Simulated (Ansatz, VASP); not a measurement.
MgO: VASP beside Ansatz

```
CELL_PARAMETERS angstrom
3.10296 0.00000 0.00000
-1.55148 2.68724 0.00000
0.00000 0.00000 6.79557
ATOMIC_POSITIONS crystal
Mg 0.00000 0.50000 0.16667
Mg 0.50000 0.50000 0.83333
Mg 0.50000 0.00000 0.50000
O 0.50000 0.50000 0.33333
O 0.50000 0.00000 0.00000
O 0.00000 0.50000 0.66667
```

Alike in both runs: task single point; functional PBE; k mesh 6 × 6 × 4; occupations gaussian, width 0.1 eV; no spin polarisation.

```csv
,VASP,Ansatz
version,VASP 6.6.1,Ansatz 0.2.0
potentials or method,"VASP PAW PBE potentials, release 64 (Mg, O)","scalar-relativistic, plane waves, PAW"
plane-wave cutoff (eV),520,420
valence electrons in the cell,24,48
```

VASP gave:

* gap on the k mesh at the Fermi level (eV): 3.80
* least direct gap on the mesh (eV): 3.80

Task: Which values does Ansatz return?

Result: gap on the k mesh at the Fermi level (eV): 3.82; least direct gap on the mesh (eV): 3.82.

The two sets of potentials don't hold the same shells in valence.

 A k mesh can miss the band edges.
